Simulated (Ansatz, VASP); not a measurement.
## TaN: VASP beside Ansatz

The input INCAR:

```
SYSTEM = TaN
PREC = Accurate
ENCUT = 520
EDIFF = 1E-7
ISMEAR = -1
SIGMA = 0.02
LREAL = .False.
LASPH = .True.
NELM = 80
ALGO = Normal
ISIF = 2
LWAVE = .False.
LCHARG = .False.
GGA = PE
NBANDS = 15
```

The input KPOINTS:

```
regular mesh
0
Gamma
  9 9 9
  0 0 0
```

Contents of POSCAR:

```
TaN
1.0
    0.0000000000      2.2217363401      2.2217363401
    2.2217363401      0.0000000000      2.2217363401
    2.2217363401      2.2217363401      0.0000000000
Ta N
1 1
Direct
    0.5000000000      0.5000000000      0.5000000000
    0.0000000000      0.0000000000      0.0000000000
```

Input for Ansatz:

```yaml
crystal:
  lattice:
    - [0.0, 2.2217363401, 2.2217363401]
    - [2.2217363401, 0.0, 2.2217363401]
    - [2.2217363401, 2.2217363401, 0.0]
  atoms:
    - { symbol: Ta, position: [0.5, 0.5, 0.5] }
    - { symbol: "N", position: [0.0, 0.0, 0.0] }
kpoints:
  mp_grid: { grid: [9, 9, 9] }
  band_path:
    path:
      - [0.0, 0.0, 0.0]
      - [0.5, 0.0, 0.5]
      - [0.625, 0.25, 0.625]
      - [0.375, 0.375, 0.75]
      - [0.0, 0.0, 0.0]
      - [0.5, 0.5, 0.5]
      - [0.5, 0.25, 0.75]
      - [0.5, 0.0, 0.5]
    npoints: 5
scf:
  occupations: { method: fermi_dirac, width: 0.02 }
hamiltonian:
  xc: pbe
  pseudopotentials: { kind: all_electron, lapw: { basis_error: 0.0005 } }
output:
  forces: true
  stress: true
  eigenvalues: true
```

Change from the starting cell: volume scaled by 1.06.

Alike in both runs: task single point; functional PBE; k mesh 9 × 9 × 9; occupations fermi-dirac, width 0.02 eV; no spin polarisation.

|  | VASP | Ansatz |
| --- | --- | --- |
| version | VASP 6.6.1 | Ansatz 0.2.0 |
| potentials or method | VASP PAW PBE potentials, release 64 (Ta_pv, N) | all-electron LAPW, scalar-relativistic |
| plane-wave cutoff (eV) | 520 | see its input |

Ansatz gave:

- pressure (GPa): -5.6

**Question.** Estimate VASP's values.

**Answer.** Pressure (GPa): -5.1.

Ansatz ran all-electron here, so the differences hold the error of VASP's frozen core and of both bases.

Spin-orbit coupling is left out, which matters for the levels of Ta.
